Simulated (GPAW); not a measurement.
Runs of GPAW 26.7.0 on Nb. It takes space group Fm-3m (No. 225, cubic). The conventional cell has a = 4.230 Å, b = 4.230 Å, c = 4.230 Å, α = 90.00°, β = 90.00°, γ = 90.00°. Nb (site symmetry m-3m) is surrounded by 12 Nb at 2.99 Å. This isn't the form of Nb at room conditions, which is bcc.

| task | level | potentials or basis | spin | U | cell | k mesh | smearing | maxiter | k mesh for the DOS | dos width | U projector left unscaled | band path | other keys | mesh quality | gap on the mesh (eV) | pressure (GPa) | moment (μB) |
| --- | --- | --- | --- | --- | --- | --- | --- | --- | --- | --- | --- | --- | --- | --- | --- | --- | --- |
| density of states | revPBE+D3 | the program's PAW data sets (release 1.2.1) made for this functional, pw | collinear, random start | - | as given | 11 × 11 × 11 | fermi-dirac 0.05 eV | 150 | 16 × 16 × 16 | 0.05 eV | - | - | - | not flagged | none | -10.3 | 0.00 |
| single point | rSCAN | GPAW PAW data sets (gpaw-data 1.2.1), pw | off | - | volume scaled by 0.88 | 11 × 11 × 11 | fermi-dirac 0.05 eV | 150 | - | - | - | - | - | not flagged | none | 21.6 | - |
| single point | AM05 | PAW data sets generated in the run's folder for this functional, pw | off | - | volume scaled by 0.8 | 11 × 11 × 11 | fermi-dirac 0.05 eV | 150 | - | - | - | - | - | not flagged | none | 40.5 | - |
| band structure | r2SCAN+D3(BJ)+ATM+U | GPAW PAW data sets (gpaw-data 1.2.1), pw | off | Nb d U = 7 eV | cell strained at random at fixed volume | 6 × 6 × 6 | fermi-dirac 0.05 eV | 150 | - | - | yes | XGY,LGZ,NGM,RG | - | coarse | - | 13.7 | - |
| electrostatic potential | mBEEF | GPAW PAW data sets (gpaw-data 1.2.1), other valence, pw | off | - | cell strained at random at fixed volume | 8 × 8 × 8 | marzari-vanderbilt 0.05 eV | 80 | - | - | - | - | several, not listed | not flagged | none | -6.0 | - |
| atomic charges | LDA | the program's PAW data sets (release 1.2.1) made for this functional, pw | collinear, ferromagnetic start | - | volume scaled by 0.96 | 11 × 11 × 11 | fermi-dirac 0.05 eV | 75 | - | - | - | - | several, not listed | not flagged | none | (a) | 0.00 |

Alike in all rows: cutoff (eV) 600.

Estimate the missing entries.

(a) -5.2.

Caveats: some runs use coarse meshes; the PAW data sets were made with another functional, which shifts forces and pressure a little (some runs); pairwise dispersion overbinds metals, which lowers pressure and volume (some runs); U without spin polarisation on a metal has little footing (some runs); the U is typed as a test and isn't derived for this compound (some runs); this smearing can pin the Fermi level at a band edge (some runs).

A k mesh can miss the band edges, and the runs leave out spin-orbit coupling on Nb.

A gap of «none» marks a metal or a gap under the smearing width.

The runs don't all hold the same shells in valence.
